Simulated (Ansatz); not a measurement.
# SnO: the cost of one run

Program: Ansatz 0.2.0. Level of theory: DFT PBEsol, scalar-relativistic, plane waves, PAW. These are calculated values, not measurements.

## (1) The structure to begin with

The structure is orthorhombic, space group Pmn2_1 (No. 31). Conventional cell: a = 3.355 Å, b = 5.674 Å, c = 4.222 Å, α = 90.00°, β = 90.00°, γ = 90.00°. Around Sn (site symmetry m) lie 3 O at 2.15 to 2.16 Å. O (site symmetry m) has 3 Sn at 2.15 to 2.16 Å as nearest neighbours.

As a file:

```xyz
4
Lattice="3.3550 0.0000 0.0000 0.0000 5.6741 0.0000 0.0000 0.0000 4.2220" Properties=species:S:1:pos:R:3 pbc="T T T"
Sn    0.0000    1.3159    2.1665
Sn    1.6775    4.3582    0.0555
O     0.0000    5.0570    3.1110
O     1.6775    0.6171    1.0000
```

It goes back to an entry of the Materials Project, which need not be the stable form.

The cell is taken as given, not relaxed at this level.

## (2) Zero of energy

Reference values: F = -13021.0020 eV; pressure -3.07 GPa; largest force 0.426 eV/Å; gap on the mesh 1.34 eV. It was computed beforehand with the settings of the runs below.

## (3) The scan: energy and stress against strain

The cell is strained by ε times the Voigt pattern (0, 1, 0, 0, 0, 0) (xx, yy, zz, yz, xz, xy; engineering shear), with fractional coordinates fixed (clamped ions). The stress on the pattern is the sum of the stress components weighted by it, tension positive.

## (4) ε = -0.0200

input.yaml reads:

```yaml
crystal:
  lattice:
    - [3.355005, 0.0, 0.0]
    - [0.0, 5.56062192, 0.0]
    - [0.0, 0.0, 4.22197]
  atoms:
    - { symbol: Sn, position: [0.0, 0.231909, 0.513144] }
    - { symbol: Sn, position: [0.5, 0.768091, 0.013144] }
    - { symbol: O, position: [0.0, 0.89125, 0.736857] }
    - { symbol: O, position: [0.5, 0.10875, 0.236857] }
basis:
  ecutwfc: 420
kpoints:
  mp_grid: { grid: [8, 6, 6] }
hamiltonian:
  xc: pbesol
scf:
  occupations: { method: gaussian, width: 0.05 }
output:
  forces: true
  stress: true
  eigenvalues: true
```

Q: Estimate wall time and peak memory on 1 thread of an x86-64 CPU, shared host.

About 3.5 s, with a peak of 0.44 GiB.
